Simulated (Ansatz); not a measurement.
# TaN: pressure against volume

One table from this session's results is given with a row withheld; the runs are named, their logs left out.

Computed with Ansatz 0.2.0 (DFT PBE, scalar-relativistic, unless a step's input says otherwise).

## The system as given

The structure is hexagonal, space group P6_3mc (No. 186). The conventional cell has a = 3.050 Å, b = 3.050 Å, c = 4.940 Å, α = 90.00°, β = 90.00°, γ = 120.00°. Ta (site symmetry 3m) is surrounded by 4 N at 1.85 to 1.90 Å. N (site symmetry 3m) is surrounded by 4 Ta at 1.85 to 1.90 Å.

Structure file:

```cif
data_structure
_symmetry_space_group_name_H-M 'P6_3mc'
_symmetry_Int_Tables_number 186
_cell_length_a 3.0500
_cell_length_b 3.0500
_cell_length_c 4.9400
_cell_angle_alpha 90.000
_cell_angle_beta 90.000
_cell_angle_gamma 120.000
_cell_volume 39.80
loop_
_atom_site_label
_atom_site_type_symbol
_atom_site_symmetry_multiplicity
_atom_site_Wyckoff_symbol
_atom_site_fract_x
_atom_site_fract_y
_atom_site_fract_z
_atom_site_occupancy
Ta1 Ta 2 b 0.33333 0.66667 0.00000 1
N1 N 2 b 0.33333 0.66667 0.38500 1
```

The file gives the conventional cell by its symmetry; the runs use the cell typed in the input.

Atoms are numbered in the order of the input: Ta1, Ta2, N3, N4.

The first run:

input.yaml

```yaml
crystal:
  lattice:
    - [2.9877386998, 0.0, 0.0]
    - [-1.49386935, 2.587457614, 0.0]
    - [0.0, 0.0, 4.839155377]
  atoms:
    - { symbol: Ta, position: [0.3333333333, 0.6666666667, 0.0] }
    - { symbol: Ta, position: [0.6666666667, 0.3333333333, 0.5] }
    - { symbol: "N", position: [0.3333333333, 0.6666666667, 0.385] }
    - { symbol: "N", position: [0.6666666667, 0.3333333333, 0.885] }
kpoints:
  mp_grid: { grid: [9, 9, 5] }
  band_path:
    path:
      - [0.0, 0.0, 0.0]
      - [0.5, 0.0, 0.0]
      - [0.3333333333, 0.3333333333, 0.0]
      - [0.0, 0.0, 0.0]
      - [0.0, 0.0, 0.5]
      - [0.5, 0.0, 0.5]
      - [0.3333333333, 0.3333333333, 0.5]
      - [0.0, 0.0, 0.5]
      - [0.5, 0.0, 0.5]
    npoints: 5
scf:
  occupations: { method: fermi_dirac, width: 0.01 }
hamiltonian:
  xc: pbe
  pseudopotentials: { kind: all_electron, lapw: { basis_error: 0.001 } }
output:
  forces: true
  stress: true
  eigenvalues: true
```

The run is started by

```console
> ansatz run input.yaml --threads 1 --pin off --max-ram 4096MiB --backend cpu --events-out ev --progress --plain --runs-dir out
```

Among the steps run: Volume × 0.94, LAPW; Volume × 0.94, PAW; Volume × 0.94, crystal datasets; Volume × 0.98, LAPW; Volume × 0.98, PAW; Volume × 0.98, crystal datasets; Volume × 1.01, LAPW; Volume × 1.01, PAW; Volume × 1.01, crystal datasets; Volume × 1.04, LAPW; Volume × 1.04, PAW; Volume × 1.04, crystal datasets.

One table of the session follows, with a row left open; its other results are not shown here.

| method | volume (Å³/atom) | pressure (GPa) | largest force (eV/Å) |
| --- | --- | --- | --- |
| LAPW | 9.352 | 183.71 | 2.446 |
| LAPW | 9.750 | 149.89 | 2.364 |
| LAPW | 10.049 | 128.00 | 2.276 |
| LAPW | 10.347 | 108.68 | 2.188 |
| PAW | 9.352 | 186.94 | 2.500 |
| PAW | 9.750 | 152.40 | 2.389 |
| PAW | 10.049 | ? | ? |
| PAW | 10.347 | 110.42 | 2.207 |
| crystal datasets | 9.352 | 183.71 | 2.446 |
| crystal datasets | 9.750 | 149.89 | 2.364 |
| crystal datasets | 10.049 | 128.00 | 2.276 |
| crystal datasets | 10.347 | 108.67 | 2.188 |

Q: Estimate the row for PAW, 10.049 from the others.

The run gave: pressure (GPa): 130.09; largest force (eV/Å): 2.294. In the column «pressure (GPa)» it lies between crystal datasets, 10.049 (128.00) and LAPW, 9.750 (149.89).

Caveats from the session: Warnings in the runs' records: gradients without spin orbit, crystal datasets made.
